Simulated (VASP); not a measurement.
# B (R-3m) in VASP: single point with revPBE

Aim: the single point of B with revPBE.

All numbers are computed with VASP 6.6.1; they aren't measurements. Logs are shortened: lines on timing, memory, paths and dates and some standing lists are left out, and cuts for length are marked.

## (1) The crystal as given

The structure is trigonal, space group R-3m (No. 166). Conventional cell: a = 4.921 Å, b = 4.921 Å, c = 12.605 Å, α = 90.00°, β = 90.00°, γ = 120.00°. B (site symmetry m) is surrounded by 6 B at 1.68 to 1.81 Å. Around B (site symmetry m) lie 7 B at 1.78 to 2.02 Å.

## (2) Single point, revPBE

Input file INCAR:

```
PREC = Accurate
ENCUT = 520
EDIFF = 1E-6
ISMEAR = -1
SIGMA = 0.1
LREAL = False
LASPH = True
NELM = 80
ALGO = Fast
ISIF = 2
LWAVE = False
LCHARG = False
GGA = RE
NBANDS = 30
```

Input file KPOINTS:

```
regular mesh
0
Gamma
  3 3 3
```

Input file POSCAR:

```
B
1.0
    2.4606838289      1.4206764710      4.2018095729
   -2.4606838289      1.4206764710      4.2018095729
    0.0000000000     -2.8413529420      4.2018095729
B
12
Direct
    0.0102027722      0.6540006453      0.0102027722
    0.0102027722      0.0102027722      0.6540006453
    0.6540006453      0.0102027722      0.0102027722
    0.9897972278      0.3459993547      0.9897972278
    0.3459993547      0.9897972278      0.9897972278
    0.9897972278      0.9897972278      0.3459993547
    0.2209036923      0.6308008391      0.2209036923
    0.2209036923      0.2209036923      0.6308008391
    0.6308008391      0.2209036923      0.2209036923
    0.7790963077      0.3691991609      0.7790963077
    0.3691991609      0.7790963077      0.7790963077
    0.7790963077      0.7790963077      0.3691991609
```

Potentials or basis: VASP PAW PBE potentials, release 64 (B).

On the command line:

```bash
$ cat potpaw_PBE.64/B/POTCAR > POTCAR
$ mpirun -np 1 vasp_std > vasp.out
```

OUTCAR:

```text
PREC = Accurate
   ENCUT = 520
   EDIFF = 1E-6
   ISMEAR = -1
   LREAL = False
   LASPH = True
   NELM = 80
   ISIF = 2
   GGA = RE

 ion  position               nearest neighbor table
   1  0.010  0.654  0.010-   4 1.68   2 1.75   3 1.75   7 1.80  11 1.81  12 1.81
   2  0.010  0.010  0.654-   6 1.68   3 1.75   1 1.75   8 1.80  10 1.81  11 1.81
   3  0.654  0.010  0.010-   5 1.68   2 1.75   1 1.75   9 1.80  10 1.81  12 1.81
   4  0.990  0.346  0.990-   1 1.68   6 1.75   5 1.75  10 1.80   9 1.81   8 1.81
   5  0.346  0.990  0.990-   3 1.68   6 1.75   4 1.75  11 1.80   7 1.81   8 1.81
   6  0.990  0.990  0.346-   2 1.68   4 1.75   5 1.75  12 1.80   9 1.81   7 1.81
   7  0.221  0.631  0.221-  11 1.78  12 1.78   1 1.80   5 1.81   6 1.81   8 2.02   9 2.02
   8  0.221  0.221  0.631-  10 1.78  11 1.78   2 1.80   4 1.81   5 1.81   7 2.02   9 2.02
   9  0.631  0.221  0.221-  10 1.78  12 1.78   3 1.80   4 1.81   6 1.81   8 2.02   7 2.02
  10  0.779  0.369  0.779-   9 1.78   8 1.78   4 1.80   3 1.81   2 1.81  12 2.02  11 2.02
  11  0.369  0.779  0.779-   7 1.78   8 1.78   5 1.80   1 1.81   2 1.81  12 2.02  10 2.02
  12  0.779  0.779  0.369-   7 1.78   9 1.78   6 1.80   3 1.81   1 1.81  10 2.02  11 2.02

  LATTYP: Found a trigonal (rhomboedric) cell.
 ALAT       =     5.0723259189
 COS(alpha) =     0.5293182886

  Lattice vectors:

 A1 = (   2.4606838289,   1.4206764710,   4.2018095729)
 A2 = (  -2.4606838289,   1.4206764710,   4.2018095729)
 A3 = (   0.0000000000,  -2.8413529420,   4.2018095729)

Analysis of symmetry for initial positions (statically):
=====================================================================
 Subroutine PRICEL returns:
 Original cell was already a primitive cell.

 Routine SETGRP: Setting up the symmetry group for a
 trigonal (rhombohedral) supercell.

 Subroutine GETGRP returns: Found 12 space group operations
 (whereof 12 operations were pure point group operations)
 out of a pool of 12 trial point group operations.

The static configuration has the point symmetry D_3d.

Analysis of symmetry for dynamics (positions and initial velocities):
=====================================================================
 Subroutine PRICEL returns:
 Original cell was already a primitive cell.

 Routine SETGRP: Setting up the symmetry group for a
 trigonal (rhombohedral) supercell.

 Subroutine GETGRP returns: Found 12 space group operations
 (whereof 12 operations were pure point group operations)
 out of a pool of 12 trial point group operations.

The dynamic configuration has the point symmetry D_3d.

 Subroutine INISYM returns: Found 12 space group operations
 (whereof 12 operations are pure point group operations),
 and found     1 'primitive' translations

----------------------------------------------------------------------------------------

                                     Primitive cell

  volume of cell :      88.1330

  direct lattice vectors                    reciprocal lattice vectors
     2.460683829  1.420676471  4.201809573     0.203195548  0.117315005  0.079330900
    -2.460683829  1.420676471  4.201809573    -0.203195548  0.117315005  0.079330900
     0.000000000 -2.841352942  4.201809573     0.000000000 -0.234630009  0.079330900

  length of vectors
     5.072325919  5.072325919  5.072325919     0.247678487  0.247678487  0.247678487

  position of ions in fractional coordinates (direct lattice)
     0.010202772  0.654000645  0.010202772
     0.010202772  0.010202772  0.654000645
     0.654000645  0.010202772  0.010202772
     0.989797228  0.345999355  0.989797228
     0.345999355  0.989797228  0.989797228
     0.989797228  0.989797228  0.345999355
     0.220903692  0.630800839  0.220903692
     0.220903692  0.220903692  0.630800839
     0.630800839  0.220903692  0.220903692
     0.779096308  0.369199161  0.779096308
     0.369199161  0.779096308  0.779096308
     0.779096308  0.779096308  0.369199161

  ion indices of the primitive-cell ions
   primitive index   ion index
                 1           1
                 2           2
                 3           3
                 4           4
                 5           5
                 6           6
                 7           7
                 8           8
                 9           9
                10          10
                11          11
                12          12

----------------------------------------------------------------------------------------

 KPOINTS: regular mesh

Automatic generation of k-mesh.
 Grid dimensions read from file:
 generate k-points for:    3    3    3

 Generating k-lattice:

  Cartesian coordinates                     Fractional coordinates (reciprocal lattice)
     0.067731849  0.039105002  0.026443633     0.333333333 -0.000000000  0.000000000
    -0.067731849  0.039105002  0.026443633    -0.000000000  0.333333333  0.000000000
     0.000000000 -0.078210003  0.026443633     0.000000000  0.000000000  0.333333333

  Length of vectors
     0.082559496  0.082559496  0.082559496

  Shift w.r.t. Gamma in fractional coordinates (k-lattice)
     0.000000000  0.000000000  0.000000000

 Subroutine IBZKPT returns following result:
 ===========================================

 Found      6 irreducible k-points:

 Following reciprocal coordinates:
            Coordinates               Weight
  0.000000  0.000000  0.000000      1.000000
  0.333333  0.000000  0.000000      6.000000
  0.333333  0.333333  0.000000      6.000000
 -0.333333  0.333333  0.000000      6.000000
  0.333333  0.333333  0.333333      2.000000
 -0.333333  0.333333  0.333333      6.000000
   k-points           NKPTS =      6   k-points in BZ     NKDIM =      6   number of bands    NBANDS=     30
   number of dos      NEDOS =    301   number of ions     NIONS =     12
   total plane-waves  NPLWV =  64000
   dimension x,y,z NGX =    40 NGY =   40 NGZ =   40
   dimension x,y,z NGXF=    80 NGYF=   80 NGZF=   80
   ions per type =              12
   NGX,Y,Z   is equivalent  to a cutoff of  13.11, 13.11, 13.11 a.u.
   NGXF,Y,Z  is equivalent  to a cutoff of  26.22, 26.22, 26.22 a.u.
 SYSTEM =  unknown system
   PREC   = accura    normal or accurate (medium, high low for compatibility)
   ISTART =      0    job   : 0-new  1-cont  2-samecut
   ICHARG =      2    charge: 1-file 2-atom 10-const
   ISPIN  =      1    spin polarized calculation?
   LNONCOLLINEAR =      F non collinear calculations
   LSORBIT =      F    spin-orbit coupling
   LASPH  =      T    aspherical Exc in radial PAW
   ENCUT  =  520.0 eV  38.22 Ry    6.18 a.u.   9.43  9.43  9.43*2*pi/ulx,y,z
   NELM   =     80;   NELMIN=  2; NELMDL= -5     # of ELM steps
   EDIFF  = 0.1E-05   stopping-criterion for ELM
   LREAL  =      F    real-space projection
   EDIFFG = 0.1E-04   stopping-criterion for IOM
   NSW    =      0    number of steps for IOM
   IBRION =     -1    ionic relax: 0-MD 1-quasi-New 2-CG
   NFREE  =      0    steps in history (QN), initial steepest desc. (CG)
   ISIF   =      2    stress and relaxation
   ISYM   =      2    0-nonsym 1-usesym 2-fastsym
   POTIM  = 0.5000    time-step for ionic-motion
   TEBEG  =    0.0;   TEEND  =   0.0 temperature during run
   PSTRESS=    0.0 pullay stress
   NELECT =      36.0000    total number of electrons
   NUPDOWN=      -1.0000    fix difference up-down
   EMIN   =  10.00;   EMAX   =-10.00  energy-range for DOS
   EFERMI =   0.00;   METHOD = LEGACY
   ISMEAR =    -1;   SIGMA  =   0.10  broadening in eV -4-tet -1-fermi 0-gaus
   EFERMI_NEDOS =   21; number of points for ismear=-14 and -15
   IALGO  =     68    algorithm
   IMIX   =      4    mixing-type and parameters
     AMIX     =   0.40;   BMIX     =  1.00
     AMIX_MAG =   1.60;   BMIX_MAG =  1.00
  volume/ion in A,a.u.               =       7.34        49.56
  Fermi-wavevector in a.u.,A,eV,Ry     =   1.214683  2.295417 20.074766  1.475454
  Thomas-Fermi vector in A             =   2.350094
   LORBIT       =      0    0 simple, 1 ext, 2 COOP (PROOUT), +10 PAW based schemes
   GGA     = RE    functional components
   LHFCALC =     F    Hartree Fock is set to
   AEXX    =    0.0000 exact exchange contribution
   IVDW    =     0    specifies the selected vdW correction
   LEPSILON=     F    determine dielectric tensor
   LRPA    =     F    only Hartree local field effects (RPA)
 non-spin polarized calculation
 RMM-DIIS sequential band-by-band and
  energy-cutoff  :      520.00
  volume of cell :       88.13
 maximum number of plane-waves:      2385
 NGX is ok and might be reduce to    40
   NGX = 19   NGY = 19   NGZ = 19

 number of electron      36.0000000 magnetization

 Free energy of the ion-electron system (eV)
  ---------------------------------------------------
  ext. energy  EPLUGINS =         0.00000000
  ---------------------------------------------------
  free energy    TOTEN  =       -77.65592227 eV

  energy without entropy =      -77.65577785  energy(sigma->0) =      -77.65585006

 E-fermi :   6.5440     XC(G=0): -11.4616

 val. band max:        5.7830092248   @ k =   0.3333   0.3333   0.3333
 cond. band min:       7.4137219611   @ k =   0.0000   0.0000   0.0000
 fundamental gap:      1.6307127363
 Fermi energy:         6.5439633951

 k-point     1 :       0.0000    0.0000    0.0000
  band No.  band energies     occupation
      1     -10.2379      2.00000
      2      -4.5504      2.00000
      3      -4.2934      2.00000
      4      -4.2934      2.00000
      5      -3.1894      2.00000
      6      -2.5584      2.00000
[... 22 lines left out ...]
     29      15.5074      0.00000
     30      16.0718      0.00000

 k-point     2 :       0.3333    0.0000    0.0000
  band No.  band energies     occupation
      1      -9.6735      2.00000
      2      -6.7321      2.00000
      3      -4.8345      2.00000
      4      -4.7718      2.00000
      5      -3.4448      2.00000
      6      -2.3965      2.00000
[... 22 lines left out ...]
     29      14.0897      0.00000
     30      14.8749      0.00000

 k-point     3 :       0.3333    0.3333    0.0000
  band No.  band energies     occupation
      1      -9.5328      2.00000
      2      -6.5186      2.00000
      3      -5.3552      2.00000
      4      -5.2324      2.00000
      5      -3.9144      2.00000
      6      -2.8145      2.00000
[... 22 lines left out ...]
     29      14.7903      0.00000
     30      15.2257      0.00000

 k-point     4 :      -0.3333    0.3333    0.0000
  band No.  band energies     occupation
      1      -9.1261      2.00000
      2      -6.8127      2.00000
      3      -6.6955      2.00000
      4      -5.1946      2.00000
      5      -2.7981      2.00000
      6      -1.4190      2.00000
[... 22 lines left out ...]
     29      14.7431      0.00000
     30      14.9361      0.00000

 k-point     5 :       0.3333    0.3333    0.3333
  band No.  band energies     occupation
      1      -9.8529      2.00000
      2      -6.3197      2.00000
      3      -4.4309      2.00000
      4      -4.4309      2.00000
      5      -3.6749      2.00000
      6      -2.7035      2.00000
[... 22 lines left out ...]
     29      15.0522      0.00000
     30      15.8621      0.00000

 k-point     6 :      -0.3333    0.3333    0.3333
  band No.  band energies     occupation
      1      -9.2902      2.00000
      2      -6.7807      2.00000
      3      -6.1795      2.00000
      4      -5.1076      2.00000
      5      -3.7545      2.00000
      6      -1.3223      2.00000
[... 22 lines left out ...]
     29      14.9008      0.00000
     30      15.6779      0.00000

------------------------ aborting loop because EDIFF is reached ----------------------------------------

  FORCE on cell =-STRESS in cart. coord.  units (eV):
  Direction    XX          YY          ZZ          XY          YZ          ZX
  --------------------------------------------------------------------------------------
  -------------------------------------------------------------------------------------
  Total        0.0871494      0.0871494     -0.2598793      0.0000000     -0.0000000      0.0000000
  in kB        1.5842970      1.5842970     -4.7243672      0.0000000     -0.0000000      0.0000000
  external PRESSURE =      -0.5185911 kB  Pullay stress =       0.0000000 kB

 VOLUME and BASIS-vectors are now :
 -----------------------------------------------------------------------------
  energy-cutoff  :      520.00
  volume of cell :       88.13
      direct lattice vectors                 reciprocal lattice vectors
     2.460683829  1.420676471  4.201809573     0.203195548  0.117315005  0.079330900
    -2.460683829  1.420676471  4.201809573    -0.203195548  0.117315005  0.079330900
     0.000000000 -2.841352942  4.201809573     0.000000000 -0.234630009  0.079330900

 POSITION                                       TOTAL-FORCE (eV/Angst)
 -----------------------------------------------------------------------------------
     -1.58418      0.91463      2.83373         0.017961     -0.010370      0.035559
      0.00000     -1.82926      2.83373         0.000000      0.020739      0.035559
      1.58418      0.91463      2.83373        -0.017961     -0.010370      0.035559
      1.58418     -0.91463      9.77170        -0.017961      0.010370     -0.035559
     -1.58418     -0.91463      9.77170         0.017961      0.010370     -0.035559
      0.00000      1.82926      9.77170         0.000000     -0.020739     -0.035559
     -1.00863      0.58233      4.50690        -0.051379      0.029664      0.012077
      0.00000     -1.16466      4.50690         0.000000     -0.059328      0.012077
      1.00863      0.58233      4.50690         0.051379      0.029664      0.012077
      1.00863     -0.58233      8.09853         0.051379     -0.029664     -0.012077
     -1.00863     -0.58233      8.09853        -0.051379     -0.029664     -0.012077
      0.00000      1.16466      8.09853         0.000000      0.059328     -0.012077
 -----------------------------------------------------------------------------------
    total drift:                                0.000000      0.000000     -0.000000

  FREE ENERGIE OF THE ION-ELECTRON SYSTEM (eV)
  ---------------------------------------------------
  free  energy   TOTEN  =       -77.6559222739 eV

  energy  without entropy=      -77.6557778528  energy(sigma->0) =      -77.65585006
```

Run time: 21 s. Hardware: 1 thread of Intel Xeon Platinum 8559C (Emerald Rapids), shared host; peak memory 0.22 GiB.

Results:

```
Free energy            : -77.6559 eV
Pressure               : -0.1 GPa
Largest force          : 0.061 eV/Å
Band gap on the k mesh : 1.63 eV, indirect (least direct gap 1.89 eV)
```

Forces on the atoms (eV/Å):
```
B    0.018 -0.010  0.036
B    0.000  0.021  0.036
B   -0.018 -0.010  0.036
B   -0.018  0.010 -0.036
B    0.018  0.010 -0.036
B    0.000 -0.021 -0.036
B   -0.051  0.030  0.012
B    0.000 -0.059  0.012
B    0.051  0.030  0.012
B    0.051 -0.030 -0.012
B   -0.051 -0.030 -0.012
B    0.000  0.059 -0.012
```

Stress tensor (GPa, compression positive):
```
 0.16  0.00  0.00
 0.00  0.16  0.00
 0.00  0.00 -0.47
```

Caveat: the k mesh is coarse (spacing up to 0.52 Å⁻¹), so the values aren't converged; the PAW data sets were made with another functional, which shifts forces and pressure a little; an odd mesh through Γ misses points on the zone boundary, where band edges often lie.
